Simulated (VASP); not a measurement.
Crystal: MoSe2.

```
Mo Se
1.0
     3.28800    0.00000    0.00000
    -1.64400    2.84749    0.00000
     0.00000    0.00000   12.90000
Mo Se
2 4
Cartesian
  1.6440 0.9492 9.6750
  0.0000 1.8983 3.2250
  1.6440 0.9492 4.8375
  0.0000 1.8983 11.2875
  1.6440 0.9492 1.6125
  0.0000 1.8983 8.0625
```

```yaml
Program: VASP 6.6.1
Task: relaxation of cell and atoms
Functional: revPBE
Dispersion: D3(BJ)
Potentials_or_basis: VASP PAW PBE potentials, release 64 (Mo_sv, Se)
Cutoff: 600 eV
k_mesh: 9 × 9 × 2
Occupations: fermi-dirac, width 0.05 eV
Spin: no spin polarisation
```

At the start: pressure 2.8 GPa; volume 20.13 Å³/atom.

Problem. How do energy, volume and symmetry change on relaxing?

Solution. Over 19 steps the energy falls by 37.0 meV/atom and the volume is 18.96 Å³/atom (-5.8 %); space group P6_3/mmc (No. 194, to 0.05 Å).

Step by step:
```tsv
step	energy change (eV)	largest force (eV/Å)	pressure (GPa)	volume (Å³)
1	0.0000	1.1984	2.76	120.78
2	0.0957	0.9154	-8.04	126.89
3	-0.0958	0.2362	-2.19	123.24
4	-0.1394	0.1801	-0.64	119.94
5	-0.1421	0.1642	-0.13	118.94
6	-0.1676	0.2345	0.38	117.59
7	-0.2007	0.4309	2.24	113.68
8	-0.2100	0.3292	1.66	113.65
9	-0.2196	0.0296	0.00	113.57
10	-0.2199	0.0747	0.25	113.58
11	-0.2207	0.0593	0.17	113.66
12	-0.2218	0.0108	-0.06	113.91
13	-0.2218	0.0075	-0.08	113.93
14	-0.2218	0.0099	-0.04	113.88
15	-0.2218	0.0141	0.03	113.81
16	-0.2218	0.0081	0.01	113.81
17	-0.2218	0.0028	-0.01	113.80
18	-0.2219	0.0025	-0.01	113.79
19	-0.2219	0.0006	-0.01	113.77
```

Final structure:
```
Mo Se
1.0
     3.25365    0.00000    0.00000
    -1.62683    2.81775    0.00000
     0.00000    0.00000   12.40916
Mo Se
2 4
Direct
  0.66667 0.33333 0.75000
  0.33333 0.66667 0.25000
  0.66667 0.33333 0.38537
  0.33333 0.66667 0.88537
  0.66667 0.33333 0.11463
  0.33333 0.66667 0.61463
```

Caveat: the PAW data sets were made with another functional, which shifts forces and pressure a little.
